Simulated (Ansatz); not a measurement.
# SnO2: the cost of one run

Method: DFT PBE with spin–orbit coupling, plane waves, PAW (the target; the first runs use scalar-relativistic PBE), in Ansatz 0.2.0.

1 further run of the same task is left out (it didn't finish). Runs told in other sessions of the task aren't counted.

### 1 The starting structure

The structure is tetragonal, space group P4_2/mnm (No. 136). Conventional cell: a = 4.822 Å, b = 4.822 Å, c = 3.106 Å, α = 90.00°, β = 90.00°, γ = 90.00°. Sn (site symmetry mmm) is surrounded by 6 O at 2.04 to 2.08 Å. O (site symmetry m2m) has 3 Sn at 2.04 to 2.08 Å in its first shell of neighbours.

As a file:

```
CELL_PARAMETERS angstrom
4.82246 0.00000 0.00000
0.00000 4.82246 0.00000
0.00000 0.00000 3.10569
ATOMIC_POSITIONS crystal
Sn 0.00000 0.00000 0.00000
Sn 0.50000 0.50000 0.50000
O 0.30496 0.30496 0.00000
O 0.80496 0.19504 0.50000
O 0.19504 0.80496 0.50000
O 0.69504 0.69504 0.00000
```

### 2 Full relaxation (PBE, 4×4×6 mesh)

Contents of input.yaml:

```yaml
crystal:
  lattice:
    - [4.8224558566, 0.0, 0.0]
    - [0.0, 4.8224558566, 0.0]
    - [0.0, 0.0, 3.1056859349]
  atoms:
    - { symbol: Sn, position: [0.0, 0.0, 0.0] }
    - { symbol: Sn, position: [0.5, 0.5, 0.5] }
    - { symbol: O, position: [0.30496, 0.30496, 0.0] }
    - { symbol: O, position: [0.80496, 0.19504, 0.5] }
    - { symbol: O, position: [0.19504, 0.80496, 0.5] }
    - { symbol: O, position: [0.69504, 0.69504, 0.0] }
basis:
  ecutwfc: 420
  ecutrho_ratio: 4
kpoints:
  mp_grid: { grid: [4, 4, 6] }
hamiltonian:
  xc: pbe
scf:
  occupations: { method: gaussian, width: 0.05 }
output:
  forces: true
  stress: true
  eigenvalues: true
relax:
  f_tol: 0.03
  max_steps: 60
  cell: { stress_tol: 0.3 }
```

The run is started by

```console
> ansatz run input.yaml --threads 4 --pin off --max-ram 7168MiB --backend cpu --events-out ev --progress --plain --runs-dir out
```

**Question.** How long does this run take on 4 threads of Arm Neoverse V1, shared host, and how much memory does it need?

About 7.6 s, with a peak of 0.41 GiB.
